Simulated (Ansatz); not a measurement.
# AlN (F-43m) in Ansatz: a series of runs, part 2 of 2

Ansatz 0.2.0. The steps go on from the part before.

## (3) Relaxation of cell and atoms, BLYP+D3(BJ)

File input.yaml:

```yaml
crystal:
  lattice:
    - [0.0, 2.1839935596, 2.1839935596]
    - [2.1839935596, 0.0, 2.1839935596]
    - [2.1839935596, 2.1839935596, 0.0]
  atoms:
    - { symbol: Al, position: [0.0, 0.0, 0.0] }
    - { symbol: "N", position: [0.25, 0.25, 0.25] }
hamiltonian:
  xc: blyp
  pseudopotentials: { kind: paw }
  dispersion: d3bj
kpoints:
  mp_grid: { grid: [10, 10, 10] }
scf:
  occupations: { method: fermi_dirac, width: 0.05 }
output:
  forces: true
  stress: true
relax:
  f_tol: 0.01
  max_steps: 40
  cell: { stress_tol: 0.05 }
```

Potentials or basis: Ansatz PAW.

Command:

```
> ansatz run input.yaml --threads 2 --pin off --max-ram 5632MiB --backend cpu --events-out ev --progress --plain --runs-dir out
```

What it wrote:

```text
Warning: RAYON_NUM_THREADS=2 ignored (pool sized by the plan → 2); use --threads N
Engine: ansatz 0.2.0, x86_64-unknown-linux-gnu
Pseudopotentials: kind: paw
Pseudopotential: Al, paw, valence charge 3, recommended cutoff 420 eV (normal), Al.paw.azcp
Pseudopotential: N, paw, valence charge 5, recommended cutoff 420 eV (normal), N.paw.azcp
Functional definition: BLYP
  parameter beta = 0.0042
  parameter a = 0.04918
  parameter b = 0.132
  parameter c = 0.2533
  parameter d = 0.349
  exchange = b88_x(beta = beta)
  correlation = lyp_c(a = a, b = b, c = c, d = d)
Crystal: 2 atoms, lattice volume = 20.835 Å³
Basis set: ecut = 420 eV, 411 PW (Γ), exchange–correlation on 48×48×48 points (8 copies of the dense FFT grid, shifted against one another)
Bands: 8, of which v1, the nominal top of the filled ones, is band 4 counted from 1 (3 counted from 0)
Symmetry: 24 space group operations
Space group: F-43m (ITA 216), of the structure as read, at distance tolerance 2.8e-5 Å
k-points: 47 of 1000 (time reversal used)
Non-local potential: Al, projectors of the file, l = 0: 2, l = 1: 2, l = 2: 1
Non-local potential: N, projectors of the file, l = 0: 2, l = 1: 2, l = 2: 1
PAW form: soft (Blöchl's): semilocal exchange-correlation on the pseudo side does not see the compensation charge
PAW frozen core: Al, regenerated for the run's functional, and the local potential with it (the file was generated under x = pbe(κ = 0.804, μ = 0.2195149727645171), c = pbe(β = 0.06672455060314922))
PAW frozen core: N, regenerated for the run's functional, and the local potential with it (the file was generated under x = pbe(κ = 0.804, μ = 0.2195149727645171), c = pbe(β = 0.06672455060314922))
PAW one-centre angular grid: Al, 110 points (default); XC on 64 Gauss nodes
PAW one-centre angular grid: N, 110 points (default); XC on 64 Gauss nodes
Initial density: superposition of atomic densities (neutral atoms: chi_scale 0, normalization atom), corrected by the library's trained network
Initial wavefunctions: pseudopotential atomic-orbital guess
Functional: x = b88, c = lyp
SCF iter   1: F=—  HF=-930.262100 eV  |F-HF|=—  |Δ(HF+E_count)|=         —  Δρ=1.97e-2  dr2=7.45e-2  ethr=1.77e-3  ⟨swp⟩=4.8  Hψ=2757  notcnv=0
preconditioner: auto → none  [insulator: Δε(μ)=3.942 eV  Ē_g=15.633 eV  σ=0.050 eV  W_gap=1.00  n_scr=0 (ndim 8)  ℏωp=23.0 eV  f_vac=0.000  D(μ)=0.00/eV (n_scr^D=0)  ε∞_Penn≈3.2]
[... 40 lines left out ...]
Free energy (F): -930.240776 eV
Harris-Foulkes:  -930.240776 eV  (|F-HF|=4.21e-12)
Internal energy: -930.240776 eV  (E = F + TS)
E sigma→0 (E₀):  -930.240776 eV
Fermi energy:    9.332329 eV
--- Per-component energies (eV) ---
  E_band       = 19.494004
  E_kinetic    = 160.959552
  E_local      = -225.644776  (includes V_loc(G=0)·N_el)
  E_nonlocal   = 56.826491
  E_hartree    = 78.801005
  E_xc         = -100.479636
  E_vxc        = -106.066307  (∫ρ·V_xc dr)
  E_paw        = -602.183140  (= ΣΔE_a)
  E_vpaw       = -24.183059  (= ΣTr[D̂ρ^β])
  E_aug_tail   = 0.000097  (compensation charges beyond the density's cutoff)
  E_ewald      = -297.353523
  E_disp       = -1.181257  (pairwise vdW)
  E_core_change = 0.014411  (= ΣΔE_core)
  E_smearing   = -0.000000  (= −TS)
  E_closure    = -0.000000  (closes the sum)
  Σ components = -930.240776   (vs F -930.240776, Δ=0.00e0)
--- Forces (eV/Å), atoms counted from 1 ---
  atom   1  Al     0.00000000    -0.00000000    -0.00000000
  atom   2  N      0.00000000     0.00000000     0.00000000
  max |Σ_I F_I| component: 5.09e-17 eV/Å
--- Stress (GPa, compression-positive) ---
       -0.041672      -0.000000      -0.000000
        0.000000      -0.041672       0.000000
       -0.000000       0.000000      -0.041672
  P = ⅓ Tr σ = -0.0417 GPa (-0.417 kbar)
--- Relaxed structure (3 steps of the walk, 3 accepted, 1 SCFs on fresh bases) ---
  F+E_penalty+E_count = -930.24077598 eV   max|allowed force component| = 1.156e-16 eV/Å   (the final SCF, on the basis selected at the relaxed cell)
  cell:  # Å, volume = 20.6773 Å³
    - [1.4267041692107654e-33, 2.1784852177827014, 2.1784852177827014]
    - [2.1784852177827014, 2.5986397367767512e-33, 2.1784852177827014]
    - [2.1784852177827014, 2.1784852177827014, 2.267440554638538e-33]
  atoms:
    - { symbol: Al, position: [-8.175379202748269e-35, 2.838418172639567e-34, 3.9499023114401775e-35] }
    - { symbol: N, position: [0.25, 0.25, 0.25] }
```

It took 3.9 s on 2 threads of Intel Xeon at 2.50GHz (Skylake/Cascade Lake), shared host; peak memory 0.31 GiB.

What came out:

| Quantity | Value |
| --- | --- |
| Free energy | -930.2408 eV |
| Relaxed volume | 10.34 Å³/atom |
| Relaxed cell | a = 3.081 Å, b = 3.081 Å, c = 3.081 Å, α = 60.00°, β = 60.00°, γ = 60.00° |
| Space group after relaxing (to 0.05 Å) | F-43m (No. 216) |
| Energy gained by relaxing | 0.4 meV/atom |
| Ionic steps | 4 |
| Pressure after relaxing | 0.0 GPa |
| Band gap on the k mesh | 3.69 eV |

Step by step:
```
step  energy change (eV)  largest force (eV/Å)  volume (Å³)
   1              0.0000                0.0000        20.83
   2             -0.0009                0.0000        20.76
   3             -0.0014                0.0000        20.68
   4             -0.0009                0.0000        20.68
```

Final structure:
```
CELL_PARAMETERS angstrom
0.00000 2.17849 2.17849
2.17849 0.00000 2.17849
2.17849 2.17849 0.00000
ATOMIC_POSITIONS crystal
Al 0.00000 0.00000 0.00000
N 0.25000 0.25000 0.25000
```

Caveat: the plane-wave basis is chosen anew once the cell has moved, so the energies of steps on either side of that aren't comparable; the pressure holds a Pulay correction of +0.6 GPa for the finite cutoff; the PAW data sets come from PBE, with cores solved anew for the run's functional, which leaves a small shift of forces and pressure.

## (4) Relaxation of cell and atoms, BLYP+D4

Changes to input.yaml since step 3:

```diff
@@ -11,3 +11,3 @@
   pseudopotentials: { kind: paw }
-  dispersion: d3bj
+  dispersion: d4
 kpoints:
```

Potentials or basis: Ansatz PAW.

Command:

```
> ansatz run input.yaml --threads 2 --pin off --max-ram 5632MiB --backend cpu --events-out ev --progress --plain --runs-dir out
```

What it wrote:

```text
Warning: RAYON_NUM_THREADS=2 ignored (pool sized by the plan → 2); use --threads N
[... 12 set-up lines as earlier in the session ...]
Crystal: 2 atoms, lattice volume = 20.835 Å³
Basis set: ecut = 420 eV, 411 PW (Γ), exchange–correlation on 48×48×48 points (8 copies of the dense FFT grid, shifted against one another)
Bands: 8, of which v1, the nominal top of the filled ones, is band 4 counted from 1 (3 counted from 0)
[... 2 set-up lines as earlier in the session ...]
k-points: 47 of 1000 (time reversal used)
[... 3 set-up lines as earlier in the session ...]
[... 55 lines left out ...]
  E_band       = 19.586106
  E_kinetic    = 161.018973
  E_local      = -225.524714  (includes V_loc(G=0)·N_el)
  E_nonlocal   = 56.838469
  E_hartree    = 78.766606
  E_xc         = -100.495943
  E_vxc        = -106.087684  (∫ρ·V_xc dr)
  E_paw        = -602.192460  (= ΣΔE_a)
  E_vpaw       = -24.192239  (= ΣTr[D̂ρ^β])
  E_aug_tail   = 0.000096  (compensation charges beyond the density's cutoff)
  E_ewald      = -297.483295
  E_disp       = -1.191195  (pairwise vdW)
  E_core_change = 0.014411  (= ΣΔE_core)
  E_smearing   = -0.000000  (= −TS)
  E_closure    = 0.000000  (closes the sum)
  Σ components = -930.249052   (vs F -930.249052, Δ=0.00e0)
--- Forces (eV/Å), atoms counted from 1 ---
  atom   1  Al     0.00000000    -0.00000000    -0.00000000
  atom   2  N      0.00000000     0.00000000     0.00000000
  max |Σ_I F_I| component: 1.16e-16 eV/Å
--- Stress (GPa, compression-positive) ---
       -0.047844       0.000000       0.000000
        0.000000      -0.047844       0.000000
        0.000000       0.000000      -0.047844
  P = ⅓ Tr σ = -0.0478 GPa (-0.478 kbar)
--- Relaxed structure (3 steps of the walk, 3 accepted, 1 SCFs on fresh bases) ---
  F+E_penalty+E_count = -930.24905192 eV   max|allowed force component| = 1.272e-16 eV/Å   (the final SCF, on the basis selected at the relaxed cell)
  cell:  # Å, volume = 20.6503 Å³
    - [3.526952829019916e-34, 2.1775348870845757, 2.1775348870845757]
    - [2.1775348870845757, 1.6751035558144252e-33, 2.1775348870845757]
    - [2.1775348870845757, 2.1775348870845757, 1.645645936249248e-33]
  atoms:
    - { symbol: Al, position: [-2.0759951683383234e-34, 1.653447479207511e-35, 2.186225000285491e-34] }
    - { symbol: N, position: [0.25, 0.25, 0.25] }
```

Wall time 5.7 s (2 threads of Intel Xeon at 2.50GHz (Skylake/Cascade Lake), shared host); peak memory 0.31 GiB.

Results:

- Free energy: -930.2491 eV
- Relaxed volume: 10.33 Å³/atom
- Relaxed cell: a = 3.079 Å, b = 3.079 Å, c = 3.079 Å, α = 60.00°, β = 60.00°, γ = 60.00°
- Space group after relaxing (to 0.05 Å): F-43m (No. 216)
- Energy gained by relaxing: 0.6 meV/atom
- Ionic steps: 4
- Pressure after relaxing: 0.0 GPa
- Band gap on the k mesh: 3.69 eV

Step by step:
| step | energy change (eV) | largest force (eV/Å) | volume (Å³) |
| --- | --- | --- | --- |
| 1 | 0.0000 | 0.0000 | 20.83 |
| 2 | -0.0011 | 0.0000 | 20.74 |
| 3 | -0.0018 | 0.0000 | 20.65 |
| 4 | -0.0011 | 0.0000 | 20.65 |

Final structure:
```
CELL_PARAMETERS angstrom
0.00000 2.17753 2.17753
2.17753 0.00000 2.17753
2.17753 2.17753 0.00000
ATOMIC_POSITIONS crystal
Al 0.00000 0.00000 0.00000
N 0.25000 0.25000 0.25000
```

Caveat: the plane-wave basis is chosen anew once the cell has moved, so the energies of steps on either side of that aren't comparable; the pressure holds a Pulay correction of +0.6 GPa for the finite cutoff; the PAW data sets come from PBE, with cores solved anew for the run's functional, which leaves a small shift of forces and pressure. A k mesh can miss the band edges.

## (5) Single point, PBE

File input.yaml:

```yaml
crystal:
  lattice:
    - [0.0, 2.1839935596, 2.1839935596]
    - [2.1839935596, 0.0, 2.1839935596]
    - [2.1839935596, 2.1839935596, 0.0]
  atoms:
    - { symbol: Al, position: [0.0, 0.0, 0.0] }
    - { symbol: "N", position: [0.25, 0.25, 0.25] }
hamiltonian:
  xc: pbe
  pseudopotentials: { kind: paw }
kpoints:
  mp_grid: { grid: [10, 10, 10] }
scf:
  occupations: { method: gaussian, width: 0.029 }
output:
  forces: true
  stress: true
  eigenvalues: true
```

Command:

```
> ansatz run input.yaml --threads 2 --pin off --max-ram 5632MiB --backend cpu --events-out ev --progress --plain --runs-dir out
```

Wall time 1.2 s (2 threads of Intel Xeon at 2.50GHz (Skylake/Cascade Lake), shared host); peak memory 0.29 GiB.

Results (log left out):

```
Free energy            : -924.2035 eV
Pressure               : 4.9 GPa
Band gap on the k mesh : 3.33 eV, indirect (least direct gap 4.19 eV)
```

Levels at points of the mesh, in eV from the valence-band top:
| k point | band 2 | band 3 | band 4 | band 5 | band 6 | band 7 |
| --- | --- | --- | --- | --- | --- | --- |
| (0.00, 0.00, 0.00) | 0.00 | 0.00 | 0.00 | 4.19 | 12.58 | 12.58 |
| (0.00, 0.00, -0.50) | -5.84 | -0.48 | -0.48 | 7.38 | 9.86 | 11.15 |
| (0.00, -0.50, -0.50) | -4.89 | -1.77 | -1.77 | 3.33 | 8.62 | 13.95 |

Caveat: the pressure holds a Pulay correction of +0.5 GPa for the finite cutoff. A k mesh can miss the band edges.

## (6) Overview

| task | level | cell | smearing | gap on the mesh (eV) | pressure (GPa) | relaxed volume (Å³/atom) |
| --- | --- | --- | --- | --- | --- | --- |
| relaxation of cell and atoms | PBE+D4 | relaxed | fermi-dirac 0.05 eV | 3.33 | 0.0 | 10.43 |
| relaxation of cell and atoms | BLYP+D3(BJ) | relaxed | fermi-dirac 0.05 eV | 3.69 | 0.0 | 10.34 |
| relaxation of cell and atoms | BLYP+D4 | relaxed | fermi-dirac 0.05 eV | 3.69 | 0.0 | 10.33 |
| single point | PBE | as given | gaussian 0.029 eV | 3.33 | 4.9 | - |

Alike in all rows: potentials or basis Ansatz PAW; no spin polarisation; k mesh 10 × 10 × 10; cutoff (eV) 420.

Caveats: the plane-wave basis is chosen anew once the cell has moved, so the energies of steps on either side of that aren't comparable (some runs); the PAW data sets come from PBE, with cores solved anew for the run's functional, which leaves a small shift of forces and pressure (some runs).

Absolute energies hang on the potentials; compare differences alone.
